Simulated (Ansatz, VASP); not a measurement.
Two plane-wave programs on Ti

```
Ti
1.0
    -1.65187    1.65187    1.65187
     1.65187   -1.65187    1.65187
     1.65187    1.65187   -1.65187
Ti
1
Cartesian
  0.0000 0.0000 0.0000
```

Change from the starting cell: volume scaled by 1.02, PAW files.

Alike in both runs: task electric field gradients; functional PBEsol; k mesh 14 × 14 × 14; occupations fermi-dirac, width 0.05 eV; no spin polarisation.

|  | VASP | Ansatz |
| --- | --- | --- |
| version | VASP 6.6.1 | Ansatz 0.2.0 |
| potentials or method | VASP PAW PBE potentials, release 64 (Ti_sv) | PAW with Ansatz's default frozen-core files, scalar-relativistic |
| plane-wave cutoff (eV) | 520 | 420 |
| valence electrons in the cell | 12 | 12 |

|  | VASP | Ansatz | Ansatz less VASP |
| --- | --- | --- | --- |
| pressure (GPa) | -8.5 | -8.4 | +0.15 |
| Vzz of the field gradient on the site that differs most (V/Å²) | 0.0 | 0.0 | 0.00 |

Caveats: the PAW data sets were made with another functional, which shifts forces and pressure a little (VASP).
